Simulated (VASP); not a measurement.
# KI: convergence, self-consistent run

KI, P4mm (no. 99), 2 atoms in the cell. LDA; PAW potentials I, K_sv (LDA set). VASP 6.6.1. The cell is changed on purpose: last atom moved by 0.08 Å along z, cell strained by +1.0% along z.

Wanted: energy within 2 meV/atom; forces within 0.01 eV/Å.

What the run is for: forces; Accuracy asked: standard.

POSCAR:
```
KI
1.0
    4.2911966600      0.0000000000      0.0000000000
    0.0000000000      4.2911966600      0.0000000000
    0.0000000000      0.0000000000      4.3341086266
I K
1 1
Direct
    0.5000000000      0.5000000000      0.5000000000
    0.0000000000      0.0000000000      0.0186428200
```

The series start from Plane-wave cutoff (eV): 340; k-point mesh: 5 × 5 × 5; Precision mode (PREC): Accurate; Electronic threshold (eV): 1e-6; Bands in all (NBANDS): 18; Electronic algorithm: ALGO=Normal; Delay and inner steps: defaults; Support grid and gradient cutoff: ADDGRID=False GGA_COMPAT=False. Each series keeps the choices made before it, and each single choice may use up half of a tolerance.

## Plane-wave cutoff (eV)

| Plane-wave cutoff (eV) | Energy less reference (meV/atom) | Forces, largest deviation (eV/Å) | SCF iterations | Time (s) |
|---|---|---|---|---|
| 210 | -6.7 | 0.002 | 12 | 3.4 |
| 260 | 0.1 | 0.000 | 12 | 4.6 |
| 300 | 0.0 | 0.000 | 12 | 4.8 |
| 340 | 0.1 | 0.000 | 12 | 6.9 |
| 390 | 0.1 | 0.000 | 12 | 6.5 |
| 460 | 0.1 | 0.000 | 12 | 7.7 |
| 550 | 0.0 | 0.000 | 12 | 12 |
| 690 (reference) | 0.0 | 0.000 | 12 | 16 |

Chosen: 260, the loosest value from which every tighter one stays within half of the tolerance.

## k-point mesh

| k-point mesh | Energy less reference (meV/atom) | Forces, largest deviation (eV/Å) | SCF iterations | Time (s) |
|---|---|---|---|---|
| 2 × 2 × 2 | 220.2 | 0.019 | 12 | 1.9 |
| 3 × 3 × 3 | 26.8 | 0.002 | 12 | 1.8 |
| 4 × 4 × 4 | 5.0 | 0.001 | 12 | 3.9 |
| 5 × 5 × 5 | 1.0 | 0.000 | 12 | 4.6 |
| 7 × 7 × 7 | 0.1 | 0.000 | 12 | 7.7 |
| 8 × 8 × 8 | 0.0 | 0.000 | 12 | 14 |
| 10 × 10 × 10 (reference) | 0.0 | 0.000 | 12 | 20 |

Chosen: 7 × 7 × 7.

## Precision mode (PREC)

| Precision mode (PREC) | Energy less reference (meV/atom) | Forces, largest deviation (eV/Å) | SCF iterations | Time (s) |
|---|---|---|---|---|
| SingleN | -0.5 | 0.000 | 12 | 4.4 |
| Normal | 0.0 | 0.000 | 12 | 4.4 |
| Single | -0.2 | 0.000 | 12 | 6.7 |
| Accurate (reference) | 0.0 | 0.000 | 12 | 7.7 |

Chosen: SingleN.

## Electronic threshold (eV)

| Electronic threshold (eV) | Energy less reference (meV/atom) | Forces, largest deviation (eV/Å) | SCF iterations | Time (s) |
|---|---|---|---|---|
| 0.001 | 0.0 | 0.001 | 9 | 3.3 |
| 0.0001 | 0.0 | 0.001 | 9 | 3.4 |
| 1e-5 | 0.0 | 0.000 | 11 | 4.0 |
| 1e-6 | 0.0 | 0.000 | 12 | 4.4 |
| 1e-7 | 0.0 | 0.000 | 13 | 4.7 |
| 1e-8 (reference) | 0.0 | 0.000 | 14 | 5.0 |

Chosen: 0.001.

## Bands in all (NBANDS)

| Bands in all (NBANDS) | Energy less reference (meV/atom) | Forces, largest deviation (eV/Å) | SCF iterations | Time (s) |
|---|---|---|---|---|
| 9 | 0.0 | 0.000 | 9 | 2.0 |
| 10 | 0.0 | 0.000 | 9 | 2.1 |
| 12 | 0.0 | 0.000 | 9 | 2.4 |
| 14 | 0.0 | 0.001 | 9 | 2.8 |
| 18 | 0.0 | 0.001 | 9 | 3.3 |
| 28 (reference) | 0.0 | 0.000 | 8 | 4.2 |

Chosen: 9.

## Electronic algorithm

| Electronic algorithm | Energy less reference (meV/atom) | Forces, largest deviation (eV/Å) | SCF iterations | Time (s) |
|---|---|---|---|---|
| ALGO=Normal | 0.0 | 0.000 | 9 | 2.0 |
| ALGO=Fast | 0.1 | 0.005 | 9 | 1.9 |
| ALGO=VeryFast | 0.3 | 0.042 | 17 | 2.9 |
| ALGO=All ISEARCH=1 | 0.1 | 0.001 | 11 | 2.3 |
| ALGO=All ISEARCH=0 | 0.1 | 0.001 | 11 | 2.3 |
| ALGO=Damped TIME=0.4 | 0.7 | 0.001 | 13 | 2.4 |
| ALGO=Damped TIME=0.1 | 1.4 | 0.007 | 19 | 3.0 |
| ALGO=Old Fast | 0.0 | 0.002 | 9 | 1.9 |

Chosen: ALGO=Normal; no other choice that stays within half of the tolerance saves 30 % of the time.

## Delay and inner steps

| Delay and inner steps | Energy less reference (meV/atom) | Forces, largest deviation (eV/Å) | SCF iterations | Time (s) |
|---|---|---|---|---|
| defaults | 0.0 | 0.000 | 9 | 2.0 |
| NELMDL=-2 | 0.0 | 0.003 | 7 | 2.0 |
| NELMDL=-8 | 0.0 | 0.000 | 12 | 2.6 |
| NELMDL=-12 | 0.0 | 0.000 | 16 | 3.0 |
| NRMM=2 | 0.0 | 0.003 | 9 | 2.1 |
| NRMM=6 | 0.0 | 0.000 | 9 | 2.3 |
| WEIMIN=0.001 | 0.0 | 0.000 | 9 | 2.3 |

Chosen: defaults.

## Support grid and gradient cutoff

| Support grid and gradient cutoff | Energy less reference (meV/atom) | Forces, largest deviation (eV/Å) | SCF iterations | Time (s) |
|---|---|---|---|---|
| ADDGRID=False GGA_COMPAT=False | 0.0 | 0.000 | 9 | 2.0 |
| ADDGRID=True GGA_COMPAT=False | 0.1 | 0.000 | 9 | 2.3 |
| ADDGRID=False GGA_COMPAT=True | 0.0 | 0.000 | 9 | 2.3 |

Chosen: ADDGRID=False GGA_COMPAT=False.

## All choices together

| Input | Energy less reference (meV/atom) | Forces, largest deviation (eV/Å) | Time (s) |
|---|---|---|---|
| the program's defaults (naive) | 28.2 | 0.003 | 0.9 |
| chosen settings | -0.3 | 0.001 | 2.0 |
| reference settings throughout | 0.0 | 0.000 | 194 |

The tolerance is met.

Values of the reference run: Forces: 0, 0, 0.02459, 0, 0, -0.02459 eV/Å.

## The input

INCAR:
```
SYSTEM = KI
ADDGRID  = .False.      
ALGO     = Normal         ! electronic algorithm
EDIFF    = 0.001          ! SCF threshold, eV
EFERMI   = MIDGAP       
ENCUT    = 260            ! plane-wave cutoff, eV
GGA      = CA             ! functional
GGA_COMPAT= .False.      
ISIF     = 2              ! what is computed and relaxed
ISMEAR   = 0              ! smearing method
LASPH    = .True.         ! aspherical terms in the spheres
LCHARG   = .False.        ! write CHGCAR
LREAL    = .False.        ! projectors in reciprocal space
LWAVE    = .False.        ! write WAVECAR
NBANDS   = 9              ! bands
NELM     = 120            ! most SCF steps
PREC     = SingleN        ! precision mode
SIGMA    = 0.03           ! smearing width, eV
```

KPOINTS:
```
Automatic mesh
0
Gamma
  7 7 7
  0 0 0
```

Commands:
```
cat potpaw_LDA.64/I/POTCAR potpaw_LDA.64/K_sv/POTCAR > POTCAR
mpirun -np 1 vasp_std > vasp.out
```

The chosen input took VASP 6.6.1 2.0 s on 1 core (AMD EPYC 9R45 (Zen 5)), a shared host.

## An input that fails: smearing far too wide

It runs to its end, but against the unchanged starting input it is off by 99.3 meV/atom in the energy, 0.002 eV/Å in the forces.

Changes against the starting input:
```
- SIGMA = 0.03
- NELM = 120
+ SIGMA = 2.0
+ NELM = 91
```
